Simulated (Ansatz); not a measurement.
A plane-wave DFT run in Ansatz 0.2.0 (scalar-relativistic PAW potentials unless the input names others): input and command.

```yaml
crystal:
  lattice:
    - [0.0, 2.1222093625, 2.1878447036]
    - [2.1222093625, 0.0, 2.1878447036]
    - [2.1222093625, 2.1222093625, 0.0]
  atoms:
    - { symbol: Ta, position: [0.5, 0.5, 0.5] }
    - { symbol: "N", position: [0.0, 0.0, 0.0] }
kpoints:
  mp_grid: { grid: [24, 24, 24] }
hamiltonian:
  xc: pbesol
scf:
  occupations: { method: gaussian, width: 0.15 }
  convergence: { dr2_threshold: 0.0001 }
  initial_density: { chi_scale: 0.0 }
output:
  forces: true
  eigenvalues: true
  stress: true
accuracy: low
```

```bash
ansatz run input.yaml --threads 2 --pin off --max-ram 5120MiB --backend cpu --events-out ev --progress --plain --runs-dir out
```

Abridged log:
```
Warning: scf.convergence.dr2_threshold = 1e-4 eV is looser than this run's default, which is 1e-7 eV or tighter. The error in the forces grows as the threshold's square root, so leave the key out unless less accurate forces are enough
Warning: output.stress: scf.convergence.dr2_threshold = 1e-4 eV is looser than the 2e-10 eV advised for a printed stress (1e-10 eV for each atom of the cell: 2). ...
Basis set: ecut = 420 eV, 371 PW (Γ), exchange–correlation on 48×48×48 points (8 copies of the dense FFT grid, shifted against one another)
Bands: 13, of which v1, the nominal top of the filled ones, is band 9 counted from 1 (8 counted from 0)
Symmetry: 16 space group operations
k-points: 1063 of 13824
SCF iter   1: F=—  HF=-10188.477789 eV  |F-HF|=—  |Δ(HF+E_count)|=         —  Δρ=1.55e-1  dr2=5.56e0  ethr=3.10e-3  ⟨swp⟩=5.1  Hψ=66377  notcnv=0
SCF iter   2: F=—  HF=-10187.521950 eV  |F-HF|=—  |Δ(HF+E_count)|=   9.56e-1  Δρ=9.22e-2  dr2=2.10e0  ethr=3.10e-3  ⟨swp⟩=2.4  Hψ=29541  notcnv=0  defer=42
SCF iter   3: F=—  HF=-10186.942982 eV  |F-HF|=—  |Δ(HF+E_count)|=   5.79e-1  Δρ=5.89e-3  dr2=3.12e-3  ethr=3.10e-3  ⟨swp⟩=5.2  Hψ=118283  notcnv=0  defer=406
automatic band count: the SCF goes on with 17 bands, as 13 were too few: the levels above may hold too much charge
SCF iter   4: F=—  HF=-10186.941498 eV  |F-HF|=—  |Δ(HF+E_count)|=   1.48e-3  Δρ=1.14e-3  dr2=2.35e-4  ethr=1.73e-5  ⟨swp⟩=2.6  Hψ=36058  notcnv=0  defer=410
SCF iter   5: F=-10186.941422 eV  HF=-10186.941422 eV  |F-HF|=7.61e-7  |Δ(HF+E_count)|=   7.51e-5  Δρ=1.43e-4  dr2=2.49e-6  ethr=1.30e-6  ⟨swp⟩=2.4  Hψ=23380  notcnv=0  defer=410
SCF iter   6: F=-10186.941423 eV  HF=-10186.941423 eV  |F-HF|=4.87e-8  |Δ(HF+E_count)|=   3.55e-7  Δρ=1.78e-5  dr2=5.90e-8  ethr=1.38e-8  ⟨swp⟩=5.2  Hψ=77766  notcnv=0
SCF 1 converged in 6 iterations: F = -10186.941423 eV  dr2 = 5.90e-8
SCF converged after 6 iterations
Free energy (F): -10186.941423 eV
Harris-Foulkes:  -10186.941423 eV  (|F-HF|=4.87e-8)
Internal energy: -10186.932263 eV  (E = F + TS)
E sigma→0 (E₀):  -10186.936843 eV
Entropy (-TS):   -0.009159 eV (-4.580 meV/atom)
Fermi energy:    23.358389 eV
--- Forces (eV/Å), atoms counted from 1 ---
  atom   1  Ta     0.00000000     0.00000000     0.00000000
  atom   2  N      0.00000000     0.00000000     0.00000000
--- Stress (GPa, compression-positive) ---
       33.837455       0.000000       0.000000
        0.000000      33.837455       0.000000
        0.000000       0.000000       9.747023
  P = ⅓ Tr σ = 25.8073 GPa (258.073 kbar)
```

Apart from outputs and empty bands, the input differs from a reference run on usual settings in accuracy: not typed → "low"; scf.convergence.dr2_threshold: not typed → 0.0001; scf.initial_density.chi_scale: not typed → 0.0; basis.ecutwfc: 420 → not typed. The reference, at the same geometry (not necessarily relaxed), gave pressure 25.81 GPa, largest force 0.000 eV/Å, no gap on the mesh. This run converged in 6 SCF iterations (reference: 6) with an energy at zero smearing within 0.01 meV/atom of the reference's, pressure 25.81 GPa, largest force 0.000 eV/Å, no gap on the mesh. Its accuracy level is looser than usual, yet energy, pressure and forces hardly moved.

The SCF went on to a residual of 5.9e-08 eV, far under the typed threshold, which therefore didn't bind.

The run took 12 s on 2 threads of Arm Neoverse V1 (shared host), peak memory 0.57 GiB.